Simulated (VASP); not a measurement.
Output of a VASP run:

File OSZICAR:
```
       N       E                     dE             d eps       ncg     rms          rms(c)
DAV:   1     0.947347386250E+02    0.94735E+02   -0.61915E+03   480   0.110E+03
DAV:   2     0.621702039840E+01   -0.88518E+02   -0.82293E+02   684   0.165E+02
DAV:   3    -0.824470758239E+00   -0.70415E+01   -0.70120E+01   596   0.541E+01
DAV:   4    -0.917170770556E+00   -0.92700E-01   -0.92683E-01   572   0.761E+00
DAV:   5    -0.918301087923E+00   -0.11303E-02   -0.11303E-02   592   0.839E-01    0.148E+00
DAV:   6    -0.816325401962E+00    0.10198E+00   -0.14456E-01   524   0.192E+00    0.109E+00
DAV:   7    -0.799276957215E+00    0.17048E-01   -0.12390E-01   568   0.184E+00    0.507E-01
DAV:   8    -0.803662090827E+00   -0.43851E-02   -0.10087E-02   500   0.690E-01    0.103E-01
DAV:   9    -0.804267149375E+00   -0.60506E-03   -0.77287E-04   572   0.208E-01    0.700E-02
DAV:  10    -0.804459227877E+00   -0.19208E-03   -0.28200E-04   516   0.116E-01    0.149E-02
DAV:  11    -0.804467958959E+00   -0.87311E-05   -0.55008E-05   564   0.451E-02    0.489E-03
DAV:  12    -0.804469909481E+00   -0.19505E-05   -0.69266E-06   544   0.192E-02    0.184E-03
DAV:  13    -0.804469992351E+00   -0.82870E-07   -0.29968E-07   568   0.385E-03
   1 F= -.80446999E+00 E0= -.80446999E+00  d E =-.630176E-19
```

**OUTCAR**
```
------------------------ aborting loop because EDIFF is reached ----------------------------------------
  FORCE on cell =-STRESS in cart. coord.  units (eV):
  Direction    XX          YY          ZZ          XY          YZ          ZX
  --------------------------------------------------------------------------------------
  Total        0.4879076      0.4879076      0.4879076      0.0000000      0.0000000      0.0000000
  in kB        8.9851210      8.9851210      8.9851210      0.0000000      0.0000000      0.0000000
  external PRESSURE =       8.9851210 kB  Pullay stress =       0.0000000 kB
  volume of cell :       87.00
      direct lattice vectors                 reciprocal lattice vectors
     4.431064640  0.000000000  0.000000000     0.225679398  0.000000000  0.000000000
     0.000000000  4.431064640  0.000000000     0.000000000  0.225679398  0.000000000
     0.000000000  0.000000000  4.431064640     0.000000000  0.000000000  0.225679398
 POSITION                                       TOTAL-FORCE (eV/Angst)
 -----------------------------------------------------------------------------------
      0.00000      0.00000      0.00000         0.000000      0.000000      0.000000
      2.21553      2.21553      2.21553         0.000000      0.000000      0.000000
 -----------------------------------------------------------------------------------
    total drift:                               -0.000000      0.000000      0.000000
  FREE ENERGIE OF THE ION-ELECTRON SYSTEM (eV)
  ---------------------------------------------------
  free  energy   TOTEN  =        -0.8044699924 eV

  energy  without entropy=       -0.8044699924  energy(sigma->0) =       -0.80446999
```
(Selected blocks of OUTCAR.)

File POSCAR:
```
CsI
1
    4.4310646405     0.0000000000     0.0000000000
    0.0000000000     4.4310646405     0.0000000000
    0.0000000000     0.0000000000     4.4310646405
Cs I
1 1
Direct
  0.0000000000   0.0000000000   0.0000000000
  0.5000000000   0.5000000000   0.5000000000
```

### Question
Write an INCAR and KPOINTS that could have produced this output.

### Answer
This is not unique; one that fits is the input of the run itself, vdW-DF-cx, plane waves, VASP's PBE PAW potentials (set 64).

INCAR:
```
SYSTEM = CsI
PREC = Accurate; ENCUT = 520; LREAL = .FALSE.
LASPH = .TRUE.
EDIFF = 1E-7; NELM = 100; ALGO = Normal
LMAXMIX = 4
ISMEAR = 0; SIGMA = 0.05
GGA = CX; LUSE_VDW = .TRUE.; AGGAC = 0.0
ISIF = 2
LWAVE = .FALSE.; LCHARG = .FALSE.
```

**KPOINTS**
```
Automatic mesh
0
Gamma
6 6 6
0 0 0
```

POTCAR, in this order: Cs_sv I (PBE.64 set). Program: vasp_std.

The compound is CsI in the CsCl type structure. This cell is one point of a volume scan, at 0.94 of the reference volume.
